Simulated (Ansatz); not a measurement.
System: Bi (fcc type), 1 atom in the cell.

```yaml
crystal:
  lattice:
    - [0.00000, 2.51460, 2.51460]
    - [2.51460, 0.00000, 2.51460]
    - [2.51460, 2.51460, 0.00000]
  atoms:
    - { symbol: Bi, position: [0.00000, 0.00000, 0.00000] }
```
Lattice in Å, positions in fractions of it.

Code and potentials: Ansatz PAW hard set, 700 eV. Settings of the plain PBE run: k-mesh 4×4×4 Γ-centred; Fermi–Dirac smearing of 0.15 eV; no spin polarisation; no spin–orbit coupling.

Plain PBE gives:

* Pressure: -0.84 GPa

(1) What changes under PBE with spin–orbit coupling?

Answers

(1) The pressure goes up by 3.05 GPa to 2.21 GPa.

The stress includes the program's correction for the finite plane-wave basis.

The k-mesh is coarse, so these values belong to this mesh and can lie far from the converged ones. This cubic structure is a model: it isn't the usual form of the substance at ambient conditions, and such phases are metastable or hypothetical.
